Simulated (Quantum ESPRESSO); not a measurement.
## Hf under changes of volume

One of the cells (23.523 Å³/atom); the others are scaled copies at fixed shape and fractional positions:

```
Hf
1.0
    -1.80500    1.80500    1.80500
     1.80500   -1.80500    1.80500
     1.80500    1.80500   -1.80500
Hf
1
Direct
  0.00000 0.00000 0.00000
```

This isn't the form of Hf at room conditions, which is hcp.

```yaml
Program: Quantum ESPRESSO 7.5
Functional: PBEsol
Potentials_or_basis: PseudoDojo 0.4.1 SR PBEsol standard
Cutoff: 789 eV
Density_cutoff: 3157 eV
k_mesh: 10 × 10 × 10
Occupations: fermi-dirac, width 0.05 eV
Spin: no spin polarisation
```

| volume (Å³/atom) | energy over the lowest point (meV/atom) | pressure (GPa) |
| --- | --- | --- |
| 22.112 | 0.00 | -3.3 |
| 22.582 | 12.81 | -5.3 |
| 23.052 | 31.23 | -7.1 |
| 23.523 | ? | ? |
| 23.993 | 82.91 | -10.2 |
| 24.464 | 115.15 | -11.5 |
| 24.934 | 151.05 | -12.7 |

Q: What does the run at 23.523 Å³/atom give?

A: Energy over the lowest point 54.76 meV/atom; pressure -8.7 GPa.

Worked out: A Birch-Murnaghan fit of order 3 (a polynomial in V^(-2/3)) to the other rows has no minimum within the range. It gives 54.81 meV/atom at 23.523 Å³/atom, against the run's 54.76, and -dE/dV = -8.8 GPa, against -8.7.

Energies are extrapolated to zero smearing.
